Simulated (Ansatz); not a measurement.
# SrCl2: stress in a strained cell

Aim: deform SrCl2 (zz strain of -2 %) and compute stress, forces and field gradients with LAPW, PAW and all-electron datasets made for the crystal.

Program: Ansatz 0.2.0. Level of theory: DFT LDA, scalar-relativistic. These are calculated values, not measurements.

## (1) Starting point

The structure is cubic, space group Fm-3m (No. 225). The conventional cell has a = 6.971 Å, b = 6.971 Å, c = 6.971 Å, α = 90.00°, β = 90.00°, γ = 90.00°. Sr (site symmetry m-3m) has 8 Cl at 3.02 Å in its first shell of neighbours. Cl (site symmetry -43m) has 4 Sr at 3.02 Å in its first shell of neighbours.

Coordinates:

```
Sr Cl
1.0
     0.00000    3.48550    3.48550
     3.48550    0.00000    3.48550
     3.48550    3.48550    0.00000
Sr Cl
1 2
Direct
  0.00000 0.00000 0.00000
  0.25000 0.25000 0.25000
  0.75000 0.75000 0.75000
```

Atoms are numbered in the order of the input: Sr1, Cl2, Cl3.

## (2) After the deformation

Space group Fm-3m before, I4/mmm after.

## (3) Full-potential LAPW

File input.yaml:

```yaml
crystal:
  lattice:
    - [0.0, 3.4855, 3.41579]
    - [3.4855, 0.0, 3.41579]
    - [3.4855, 3.4855, 0.0]
  atoms:
    - { symbol: Sr, position: [0.0, 0.0, 0.0] }
    - { symbol: Cl, position: [0.25, 0.25, 0.25] }
    - { symbol: Cl, position: [0.75, 0.75, 0.75] }
kpoints:
  mp_grid: { grid: [8, 8, 8] }
  band_path:
    path:
      - [0.0, 0.0, 0.0]
      - [0.0, 0.5, 0.5]
      - [0.25, 0.75, 0.5]
      - [0.0, 0.5, 0.0]
      - [0.0, 0.0, 0.0]
      - [0.5, 0.5, 0.0]
      - [0.3801541025, 0.6198458975, 0.0]
      - [-0.3801541025, 0.3801541025, 0.0]
      - [0.0, 0.0, 0.0]
    npoints: 5
scf:
  occupations: { method: fermi_dirac, width: 0.01 }
hamiltonian:
  xc: lda
  pseudopotentials: { kind: all_electron, lapw: { basis_error: 0.001 } }
output:
  forces: true
  stress: true
  eigenvalues: true
```

Command:

```sh
$ ansatz run input.yaml --threads 1 --pin off --max-ram 4096MiB --backend cpu --events-out ev --progress --plain --runs-dir out
```

## (4) Frozen-core PAW

File input.yaml:

```yaml
crystal:
  lattice:
    - [0.0, 3.4855, 3.41579]
    - [3.4855, 0.0, 3.41579]
    - [3.4855, 3.4855, 0.0]
  atoms:
    - { symbol: Sr, position: [0.0, 0.0, 0.0] }
    - { symbol: Cl, position: [0.25, 0.25, 0.25] }
    - { symbol: Cl, position: [0.75, 0.75, 0.75] }
kpoints:
  mp_grid: { grid: [8, 8, 8] }
scf:
  occupations: { method: fermi_dirac, width: 0.01 }
hamiltonian:
  xc: lda
  pseudopotentials: { kind: paw }
output:
  forces: true
  stress: true
  eigenvalues: true
  efg: { contact_densities: true }
```

## (5) All-electron PAW on datasets made for the crystal

Changes to input.yaml since step 4:

```diff
@@ -15,3 +15,3 @@
   xc: lda
-  pseudopotentials: { kind: paw }
+  pseudopotentials: { kind: all_electron, datasets: crystal }
 output:
```

(Steps that only read results are left out.)

**Question.** What will these runs give? Wanted: pressure; largest shear or deviatoric stress.

As calculated:

| quantity | value |
| --- | --- |
| pressure | LAPW -2.11, PAW -2.11, crystal datasets -2.11 GPa |
| largest shear or deviatoric stress (LAPW) | 0.70 GPa |

In words: The largest part of the stress beyond the pressure is 0.70 GPa in size, in the zz component; the atoms are carried along and not relaxed. No run of the undeformed cell stands beside it, so pressure and stress hold what the given cell had before the change, as far as its symmetry allows. PAW: stress within 0.01 GPa of LAPW. Crystal datasets: stress within 0.01 GPa of LAPW.
